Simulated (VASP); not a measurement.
**SiC: band structure with PBE**

The system is SiC.

```
Si C
1.0
     3.09319    0.00000    0.00000
    -1.54660    2.67878    0.00000
     0.00000    0.00000   10.12658
Si C
4 4
Direct
  0.66667 0.33333 0.93785
  0.33333 0.66667 0.43785
  0.00000 0.00000 0.68790
  0.00000 0.00000 0.18790
  0.66667 0.33333 0.74981
  0.33333 0.66667 0.24981
  0.00000 0.00000 0.50045
  0.00000 0.00000 0.00045
```

The cell is a database's computed one.

```
Program                : VASP 6.6.1
Task                   : band structure
Functional             : PBE
Potentials or basis    : VASP PAW PBE potentials, release 64 (Si, C)
Cutoff                 : 520 eV
k mesh                 : 12 × 12 × 3
Occupations            : gaussian, width 0.03 eV
Spin                   : no spin polarisation
Further INCAR settings : ALGO = Fast; EDIFF = 1e-06; NBANDS = 26
```

```json
{
  "Pressure": "0.1 GPa",
  "Band gap on the k mesh": "2.22 eV, indirect (least direct gap 3.34 eV)",
  "Band gap along the path": "2.22 eV, indirect (least direct gap 3.34 eV)"
}
```

Levels at the corners of the path, in eV from the valence-band top:
| point | band 14 | band 15 | band 16 | band 17 | band 18 | band 19 |
| --- | --- | --- | --- | --- | --- | --- |
| Γ | -0.05 | 0.00 | 0.00 | 4.97 | 5.55 | 6.13 |
| M | -2.20 | -1.56 | -1.12 | 2.22 | 2.34 | 4.18 |
| M | -2.20 | -1.56 | -1.12 | 2.22 | 2.34 | 4.18 |
| K | -2.84 | -2.84 | -1.66 | 3.97 | 3.97 | 5.11 |
| K | -2.84 | -2.84 | -1.66 | 3.97 | 3.97 | 5.11 |
| Γ | -0.05 | 0.00 | 0.00 | 4.97 | 5.55 | 6.13 |
| Γ | -0.05 | 0.00 | 0.00 | 4.97 | 5.55 | 6.13 |
| A | -0.21 | -0.21 | -0.21 | 5.18 | 5.18 | 6.62 |
| A | -0.21 | -0.21 | -0.21 | 5.18 | 5.18 | 6.62 |
| L | -2.48 | -1.54 | -1.54 | 2.63 | 2.63 | 4.18 |
| L | -2.48 | -1.54 | -1.54 | 2.63 | 2.63 | 4.18 |
| H | -2.73 | -2.43 | -2.43 | 3.24 | 3.24 | 6.60 |
| H | -2.73 | -2.43 | -2.43 | 3.24 | 3.24 | 6.60 |
| A | -0.21 | -0.21 | -0.21 | 5.18 | 5.18 | 6.62 |
| L | -2.48 | -1.54 | -1.54 | 2.63 | 2.63 | 4.18 |
| M | -2.20 | -1.56 | -1.12 | 2.22 | 2.34 | 4.18 |
| K | -2.84 | -2.84 | -1.66 | 3.97 | 3.97 | 5.11 |
| H | -2.73 | -2.43 | -2.43 | 3.24 | 3.24 | 6.60 |

Core levels (eV, on the scale of the bands):
```
atom                           levels
1 Si  1s -1771.5, 2s -125.3, 2p -81.3
2 Si  1s -1771.5, 2s -125.3, 2p -81.3
3 Si  1s -1771.4, 2s -125.3, 2p -81.3
4 Si  1s -1771.4, 2s -125.3, 2p -81.3
 5 C                        1s -255.6
 6 C                        1s -255.6
```

Wall time 58 s on 2 MPI ranks on Intel(R) Xeon(R) 6975P-C (Granite Rapids), with other jobs on the host, peak memory 0.26 GiB a rank.

PBE gaps usually lie below the measured ones, often by a third to a half.
